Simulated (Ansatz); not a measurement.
# RbCl under changes of volume

One of the cells (35.094 Å³/atom); the others are scaled copies at fixed shape and fractional positions:

```
CELL_PARAMETERS angstrom
0.00000 3.27400 3.27400
3.27400 0.00000 3.27400
3.27400 3.27400 0.00000
ATOMIC_POSITIONS crystal
Rb 0.00000 0.00000 0.00000
Cl 0.50000 0.50000 0.50000
```

* Program: Ansatz 0.2.0
* Functional: PBE
* Potentials or basis: Ansatz PAW
* Cutoff: 420 eV (not typed: the program's choice for these potentials)
* k mesh: 7 × 7 × 7
* Occupations: fermi-dirac, width 0.05 eV
* Spin: no spin polarisation

```tsv
volume (Å³/atom)	energy over the lowest point (meV/atom)	pressure (GPa)	gap on the mesh (eV)
32.989	32.00	2.6	5.26
33.690	?	?	?
34.392	14.10	1.6	5.12
35.094	8.16	1.2	5.05
35.796	3.95	0.8	4.99
36.498	1.29	0.4	4.92
37.200	0.00	0.1	4.87
```

What does the run at 33.690 Å³/atom give?

Energy over the lowest point 21.97 meV/atom; pressure 2.0 GPa; gap on the mesh 5.19 eV.

Worked out: A Birch-Murnaghan fit of order 3 (a polynomial in V^(-2/3)) to the other rows has its minimum at 37.58 Å³/atom, just outside them, with B0 = V·E''(V) = 14.2 GPa and B' = 5.0. It gives 21.97 meV/atom at 33.690 Å³/atom, against the run's 21.97, and -dE/dV = 2.0 GPa, against 2.0. A straight line through the other rows of the gap, of slope -3.28 eV per unit of ln V (its deformation potential), gives 5.19 eV, against the run's 5.19.

Energies are extrapolated to zero smearing.

Caveats: odd divisions of the mesh miss points on the zone boundary, where band edges often lie, so the gap on the mesh can be too wide.

A mesh can miss the band edges. Spin-orbit coupling on Rb is left out.
